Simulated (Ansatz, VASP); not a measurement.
## InP: VASP beside Ansatz

File POSCAR:

```
InP
1.0
    0.0000000000      2.9537876370      2.9537876370
    2.9003240808      0.0000000000      2.9537876370
    2.9003240808      2.9537876370      0.0000000000
In P
1 1
Direct
    0.0000000000      0.0000000000      0.0000000000
    0.2500000000      0.2500000000      0.2500000000
```

File INCAR.step1:

```
ALGO = Normal ; EDIFF = 1E-4
ENCUT = 520 ; GGA = PE
ISMEAR = 0 ; LASPH = T
LCHARG = F ; LREAL = F
LWAVE = T ; NBANDS = 16
NELM = 100 ; PREC = Accurate
SIGMA = 0.01
```

INCAR.step2

```
ALGO = Normal ; EDIFF = 1E-6
ENCUT = 520 ; ISIF = 2
ISMEAR = 0 ; ISTART = 1
LASPH = T ; LCHARG = T
LELF = T ; LMIXTAU = T
LREAL = F ; LVHAR = T
LWAVE = F ; METAGGA = R2SCAN
NBANDS = 16 ; NELM = 100
PREC = Accurate ; SIGMA = 0.01
```

KPOINTS

```
k-points
0
Gamma
  8 8 8
```

Input for Ansatz:

```yaml
crystal:
  lattice:
    - [0.0, 2.953787637, 2.953787637]
    - [2.9003240808, 0.0, 2.953787637]
    - [2.9003240808, 2.953787637, 0.0]
  atoms:
    - { symbol: In, position: [0.0, 0.0, 0.0] }
    - { symbol: P, position: [0.25, 0.25, 0.25] }
kpoints:
  mp_grid: { grid: [8, 8, 8] }
  band_path:
    path:
      - [0.0, 0.0, 0.0]
      - [-0.5, -0.5, 0.0]
      - [-0.375, -0.375, 0.25]
      - [-0.375, 0.0, 0.375]
      - [0.0, 0.0, 0.5]
      - [-0.5, -0.25, 0.25]
    npoints: 1
hamiltonian:
  xc: r2scan
scf:
  occupations: { method: fixed }
  n_extra_bands: 4
output:
  forces: true
  stress: true
  eigenvalues: true
```

Change from the starting cell: uniaxial_x strain -1.8%.

Alike in both runs: task single point; functional r2SCAN; k mesh 8 × 8 × 8; no spin polarisation.

|  | VASP | Ansatz |
| --- | --- | --- |
| version | VASP 6.6.1 | Ansatz 0.2.0 |
| potentials or method | VASP PAW PBE potentials, release 64 (In_d, P) | plane waves, PAW |
| plane-wave cutoff (eV) | 520 | 500 |
| occupations | gaussian, width 0.01 eV | fixed |
| valence electrons in the cell | 18 | 18 |

Ansatz gave:

- gap on the k mesh at the Fermi level (eV): 1.07
- pressure (GPa): 1.3
- largest component of the traceless stress (GPa): 0.52

Task: What did VASP give for the same quantities?

Result: gap on the k mesh at the Fermi level (eV): 1.08; pressure (GPa): 1.2; largest component of the traceless stress (GPa): 0.52.

Caveats: the PAW data sets were made with another functional, which shifts forces and pressure a little (VASP); spin-orbit coupling is left out, which moves the levels of the heavy elements.
